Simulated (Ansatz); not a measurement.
The system is AlN.

```
Al N
1.0
     0.00000    2.03452    2.03452
     2.03452    0.00000    2.03452
     2.03452    2.03452    0.00000
Al N
1 1
Direct
  0.50000 0.50000 0.50000
  0.00000 0.00000 0.00000
```

Measurements of this composition are mostly on another form, of space group No. 186.

Base run:

```yaml
Program: Ansatz 0.2.0
Functional: revPBE
Potentials_or_basis: Ansatz PAW
Cutoff: "420 eV (not typed: the program's choice for these potentials)"
k_mesh: 11 × 11 × 11
Occupations: fermi-dirac, width 0.05 eV
Spin: no spin polarisation
```

Its results: band gap on the k mesh 4.67 eV, indirect (least direct gap 5.41 eV); pressure 3.8 GPa.

**Question.** The run is repeated on the same cell with these changes: functional from revPBE to BLYP. What comes out?

**Answer.** Band gap on the k mesh 4.66 eV, indirect (least direct gap 5.64 eV); pressure 4.5 GPa.

Caveats: the k mesh misses the band edges, so the gap on the mesh is wider than the one along the path; the PAW data sets come from PBE, with cores solved anew for the run's functional, which leaves a small shift of forces and pressure.
